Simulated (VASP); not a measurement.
Input of a VASP 6.6.1 run:

File POSCAR:

```
Sb
1.0
   -1.8713408863      1.8713408863      1.8713408863
    1.8713408863     -1.8713408863      1.8713408863
    1.8713408863      1.8713408863     -1.8713408863
Sb
1
Direct
    0.0000000000      0.0000000000      0.0000000000
```

Contents of INCAR.step1:

```
SYSTEM = Sb
PREC     = Accurate       ! precision mode
ENCUT    = 520            ! plane-wave cutoff, eV
EDIFF    = 1E-6           ! SCF threshold, eV
ISMEAR   = -1             ! smearing method
SIGMA    = 0.05           ! smearing width, eV
LREAL    = .False.        ! projectors in reciprocal space
LASPH    = .True.         ! aspherical terms in the spheres
NELM     = 60             ! most SCF steps
ALGO     = Normal         ! electronic algorithm
ISIF     = 2              ! what is computed and relaxed
LWAVE    = .False.        ! write WAVECAR
LCHARG   = .True.         ! write CHGCAR
GGA      = PS             ! functional
```

File KPOINTS.step1:

```
Automatic mesh
0
Gamma
  10 10 10
  0 0 0
```

The input INCAR.step2:

```
SYSTEM = Sb
PREC     = Accurate       ! precision mode
ENCUT    = 520            ! plane-wave cutoff, eV
EDIFF    = 1E-6           ! SCF threshold, eV
ISMEAR   = 0              ! smearing method
SIGMA    = 0.05           ! smearing width, eV
LREAL    = .False.        ! projectors in reciprocal space
LASPH    = .True.         ! aspherical terms in the spheres
NELM     = 60             ! most SCF steps
ALGO     = Normal         ! electronic algorithm
ISIF     = 2              ! what is computed and relaxed
LWAVE    = .False.        ! write WAVECAR
LCHARG   = .False.        ! write CHGCAR
GGA      = PS             ! functional
ICHARG   = 11             ! starting density
```

The input KPOINTS.step2:

```
path GHNGPH,PN
15
line-mode
reciprocal
 0.0000000000  0.0000000000  0.0000000000  G
 0.5000000000 -0.5000000000  0.5000000000  H

 0.5000000000 -0.5000000000  0.5000000000  H
 0.0000000000  0.0000000000  0.5000000000  N

 0.0000000000  0.0000000000  0.5000000000  N
 0.0000000000  0.0000000000  0.0000000000  G

 0.0000000000  0.0000000000  0.0000000000  G
 0.2500000000  0.2500000000  0.2500000000  P

 0.2500000000  0.2500000000  0.2500000000  P
 0.5000000000 -0.5000000000  0.5000000000  H

 0.2500000000  0.2500000000  0.2500000000  P
 0.0000000000  0.0000000000  0.5000000000  N
```

Potentials or basis: VASP PAW PBE potentials, release 64 (Sb).

Command:

```sh
$ cat potpaw_PBE.64/Sb/POTCAR > POTCAR
$ cp INCAR.step1 INCAR
$ cp KPOINTS.step1 KPOINTS
$ mpirun -np 1 vasp_std > vasp.out
$ cp INCAR.step2 INCAR
$ cp KPOINTS.step2 KPOINTS
$ mpirun -np 1 vasp_std > vasp.out
```

Estimate the band gap along the path.

none (metal or under the smearing width).

Levels at the corners of the path, in eV from the Fermi level:
| point | band 1 | band 2 | band 3 | band 4 | band 5 | band 6 |
| --- | --- | --- | --- | --- | --- | --- |
| Γ | -13.05 | 5.71 | 5.71 | 5.71 | 10.72 | 10.72 |
| H | -5.46 | -2.04 | -2.04 | -2.04 | 2.91 | 2.91 |
| H | -5.46 | -2.04 | -2.04 | -2.04 | 2.91 | 2.91 |
| N | -8.85 | -5.75 | 1.77 | 3.83 | 6.52 | 6.99 |
| N | -8.85 | -5.75 | 1.77 | 3.83 | 6.52 | 6.99 |
| Γ | -13.05 | 5.71 | 5.71 | 5.71 | 10.72 | 10.72 |
| Γ | -13.05 | 5.71 | 5.71 | 5.71 | 10.72 | 10.72 |
| P | -7.79 | -2.86 | -2.86 | -2.86 | 15.14 | 15.14 |
| P | -7.79 | -2.86 | -2.86 | -2.86 | 15.14 | 15.14 |
| H | -5.46 | -2.04 | -2.04 | -2.04 | 2.91 | 2.91 |
| P | -7.79 | -2.86 | -2.86 | -2.86 | 15.14 | 15.14 |
| N | -8.85 | -5.75 | 1.77 | 3.83 | 6.52 | 6.99 |

Caveat: the log is that of the step along the path at fixed density, whose energy, stress, charges and moments have no meaning; spin-orbit coupling is left out, which moves the levels of the heavy elements.
